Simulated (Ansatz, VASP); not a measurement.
Given: the input of a run of VASP 6.6.1 on TaN.

Contents of INCAR:

```
ALGO = Normal
EDIFF = 1E-7
ENCUT = 520
GGA = PE
ISIF = 2
ISMEAR = -1
LASPH = True
LCHARG = False
LREAL = False
LWAVE = False
NBANDS = 15
NELM = 100
PREC = Accurate
SIGMA = 0.05
```

Contents of KPOINTS:

```
k-points
0
Gamma
  10 10 9
```

File POSCAR:

```
TaN
1.0
    2.9766623284      0.0000000000      0.0000000000
   -1.4883311642      2.5778651949      0.0000000000
    0.0000000000      0.0000000000      2.9209385612
Ta N
1 1
Direct
    0.0000000000      0.0000000000      0.5000000000
    0.6666666667      0.3333333333      0.0000000000
```

Potentials or basis: VASP PAW PBE potentials, release 64 (Ta_pv, N).

Command:

```console
$ cat potpaw_PBE.64/Ta_pv/POTCAR potpaw_PBE.64/N/POTCAR > POTCAR
$ mpirun -np 1 vasp_std > vasp.out
```

Q: Translate it to Ansatz 0.2.0. Potentials there: Ansatz PAW.

A: As run (the cutoff follows the program's own potentials):

The input input.yaml:

```yaml
crystal:
  lattice:
    - [2.9766623284, 0.0, 0.0]
    - [-1.4883311642, 2.5778651949, 0.0]
    - [0.0, 0.0, 2.9209385612]
  atoms:
    - { symbol: Ta, position: [0.0, 0.0, 0.5] }
    - { symbol: "N", position: [0.6666666667, 0.3333333333, 0.0] }
hamiltonian:
  xc: pbe
  pseudopotentials: { kind: paw }
kpoints:
  mp_grid: { grid: [10, 10, 9] }
scf:
  occupations: { method: fermi_dirac, width: 0.05 }
output:
  forces: true
  stress: true
  eigenvalues: true
```

Potentials or basis: Ansatz PAW.

Command:

```sh
$ ansatz run input.yaml --threads 1 --pin off --max-ram 3584MiB --backend cpu --events-out ev --progress --plain --runs-dir out
```

Both were run:

|  | VASP | Ansatz | Ansatz less VASP |
| --- | --- | --- | --- |
| gap on the k mesh at the Fermi level (eV) | none | none | - |
| pressure (GPa) | -7.7 | -8.2 | -0.56 |
| largest component of the traceless stress (GPa) | 0.19 | 0.29 | +0.099 |

A gap of «none» marks a metal or a gap that the smearing closes. The two sets of potentials don't hold the same shells in valence.

Caveats: the pressure holds a Pulay correction of +0.4 GPa for the finite cutoff (Ansatz). The runs have no spin-orbit coupling, so splittings on Ta are missing.
